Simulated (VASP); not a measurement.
## Mg: relaxation of the atoms with PBE+D3(BJ)

Slab: Mg, a slab with vacuum.

```
Mg
1.0
     3.13437    0.00000    0.00000
    -1.56719    2.71444    0.00000
     0.00000    0.00000   21.98596
Mg
3
Direct
  0.66667 0.33333 0.38434
  0.33333 0.66667 0.50000
  0.66667 0.33333 0.61566
```

The cell was built by a generator and needn't be a form met in nature.

| Property | Result |
| --- | --- |
| Program | VASP 6.6.1 |
| Task | relaxation of the atoms |
| Functional | PBE |
| Dispersion | D3(BJ) |
| Potentials or basis | VASP PAW PBE potentials, release 64 (Mg) |
| Cutoff | 520 eV |
| k mesh | 12 × 12 × 1 |
| Occupations | methfessel-paxton, width 0.1 eV |
| Spin | no spin polarisation |
| Dipole correction | yes |
| Atoms held fixed (from 0) | [0] |
| Further INCAR settings | ALGO = Normal; EDIFF = 1e-07; IBRION = 2; EDIFFG = -0.02; NSW = 90 |

| Property | Result |
| --- | --- |
| Energy gained by relaxing | 3.7 meV/atom |
| Ionic steps | 11 |
| Band gap on the k mesh | none (metal or under the smearing width) |
| Dispersion energy per atom | -0.209 eV |

Step by step:
```
step  energy change (eV)  largest force (eV/Å)  pressure (GPa)
   1              0.0000                0.0894           -0.23
   2             -0.0004                0.0915           -0.24
   3             -0.0014                0.0977           -0.26
   4             -0.0028                0.1102           -0.32
   5             -0.0035                0.1469           -0.42
   6             -0.0040                0.1443           -0.43
   7             -0.0053                0.1368           -0.47
   8             -0.0074                0.1219           -0.54
   9             -0.0095                0.0931           -0.67
  10             -0.0106                0.0523           -0.65
  11             -0.0110                0.0119           -0.63
```

Final structure:
```
Mg
1.0
     3.13437    0.00000    0.00000
    -1.56719    2.71444    0.00000
     0.00000    0.00000   21.98596
Mg
3
Direct
  0.66667 0.33333 0.38434
  0.33333 0.66667 0.50457
  0.66667 0.33333 0.62497
```

Levels at points of the mesh, in eV from the Fermi level:
| k point | band 1 | band 2 | band 3 | band 4 | band 5 | band 6 |
| --- | --- | --- | --- | --- | --- | --- |
| (0.00, 0.00, 0.00) | -6.57 | -5.29 | -3.28 | -1.00 | 1.56 | 3.20 |
| (0.50, 0.00, 0.00) | -1.69 | -1.54 | -0.68 | 0.03 | 1.52 | 1.90 |

Wall time 110 s on 2 MPI ranks on Intel(R) Xeon(R) Platinum 8488C (Sapphire Rapids) (shared host), peak memory 0.3 GiB a rank.
